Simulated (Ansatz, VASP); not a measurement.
# Ga: VASP beside Ansatz

```xyz
1
Lattice="-1.4997 1.4997 1.4997 1.4997 -1.4997 1.4997 1.4997 1.4997 -1.4997" Properties=species:S:1:pos:R:3 pbc="T T T"
Ga    0.0000    0.0000    0.0000
```

Change from the starting cell: volume scaled by 0.75, LAPW.

Alike in both runs: task single point; functional PBEsol; k mesh 16 × 16 × 16; occupations fermi-dirac, width 0.05 eV; no spin polarisation.

```csv
,VASP,Ansatz
version,VASP 6.6.1,Ansatz 0.2.0
potentials or method,"VASP PAW PBE potentials, release 64 (Ga_d), cutoff 520 eV","all-electron LAPW, scalar-relativistic"
```

Ansatz gave:

```
pressure (GPa) : 33.8
```

**Question.** Estimate VASP's values.

**Answer.** Pressure (GPa): 33.9.

Ansatz ran all-electron here, so the differences hold the error of VASP's frozen core and of both bases.

Caveats: so large a pressure means that the cell lies far from this level's equilibrium, or that cutoff or potentials fall short (VASP); the potentials were made for another functional, which shifts forces and pressure (VASP).
